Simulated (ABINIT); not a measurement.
Nb:

```
Nb
1.0
    -1.66395    1.66395    1.66395
     1.66395   -1.66395    1.66395
     1.66395    1.66395   -1.66395
Nb
1
Cartesian
  0.0000 0.0000 0.0000
```

Program: ABINIT 10.8.3 (patched build). Alike in all runs: no spin polarisation; cell as given; smearing fermi-dirac 0.05 eV. Hardware: 1 thread of Arm Neoverse V1 (shared host).

Problem. Order these runs on this cell by their wall time, lowest first.
A. task band structure; level PBEsol; potentials or basis PseudoDojo NC SR PBEsol v0.4 stringent; k mesh 11 × 11 × 11; cutoff (eV) 1116; mesh quality not flagged
B. task single point; level r2SCAN; potentials or basis JTH PAW PBE v2.0; k mesh 4 × 4 × 4; cutoff (eV) 517; fine-grid cutoff 1034.03 eV; mesh quality coarse
C. task single point; level PBE; potentials or basis JTH PAW PBE v2.0; k mesh 7 × 7 × 7; cutoff (eV) 435; fine-grid cutoff 870.764 eV; mesh quality coarse

Solution. C (3.6 s), B (9.1 s), A (27 s).

Caveats: some runs use coarse meshes.
